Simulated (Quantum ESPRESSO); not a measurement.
**Tb under changes of volume**

One of the cells (31.365 Å³/atom); the others are scaled copies at fixed shape and fractional positions:

```xyz
1
Lattice="0.0000 2.5031 2.5031 2.5031 0.0000 2.5031 2.5031 2.5031 0.0000" Properties=species:S:1:pos:R:3 pbc="T T T"
Tb    0.0000    0.0000    0.0000
```

This isn't the form of Tb at room conditions, which is hcp.

| Item | Value |
| --- | --- |
| Program | Quantum ESPRESSO 7.5 |
| Functional | PBE |
| Potentials or basis | SSSP 1.3 efficiency PBE |
| Cutoff | 748 eV |
| Density cutoff | 5987 eV |
| k mesh | 9 × 9 × 9 |
| Occupations | fermi-dirac, width 0.05 eV |
| Spin | collinear spin, ferromagnetic start |
| Starting moments | [6.0] μB |

```csv
volume (Å³/atom),energy over the lowest point (meV/atom),pressure (GPa)
30.084,5.80,1.3
30.724,1.61,0.7
31.365,0.00,0.0
32.005,?,?
32.645,3.69,-1.0
```

Question: What does the run at 32.005 Å³/atom give?

Answer: Energy over the lowest point 0.75 meV/atom; pressure -0.5 GPa.

Worked out: A Birch-Murnaghan fit of order 2 (a polynomial in V^(-2/3)) to the other rows has its minimum at 31.47 Å³/atom with B0 = V·E''(V) = 29 GPa. It gives 0.78 meV/atom at 32.005 Å³/atom, against the run's 0.75, and -dE/dV = -0.5 GPa, against -0.5.

Energies are extrapolated to zero smearing.

Caveats: the magnetic or orbital state may not be the lowest.
